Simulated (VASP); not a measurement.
```xyz
4
Lattice="3.3676 0.0000 0.0000 -1.6838 2.9164 0.0000 0.0000 0.0000 5.4011" Properties=species:S:1:pos:R:3 pbc="T T T"
In     0.0000     1.9443     5.3851
In     1.6838     0.9721     2.6845
N      0.0000     1.9443     2.0414
N      1.6838     0.9721     4.7419
```

Computed with PBEsol GGA, VASP's PBE PAW potentials (set 64) (plane waves; VASP 6.6.1). Settings: 620 eV cut-off, 8×8×4 Γ-centred mesh, Gaussian smearing of 0.050 eV, potentials In_d N.

**Question.** Predict the energy per atom (σ→0), pressure.

**Answer.** 
```yaml
energy per atom (σ→0): -541.0 kJ/mol of atoms
pressure: 29.88 GPa
```

Total energies compare only between runs with the same potentials, cut-off and functional.

The structure was generated: InN was put into the wurtzite type (P6_3mc), which need not be its known phase. It was relaxed first under an external pressure of 30 GPa.
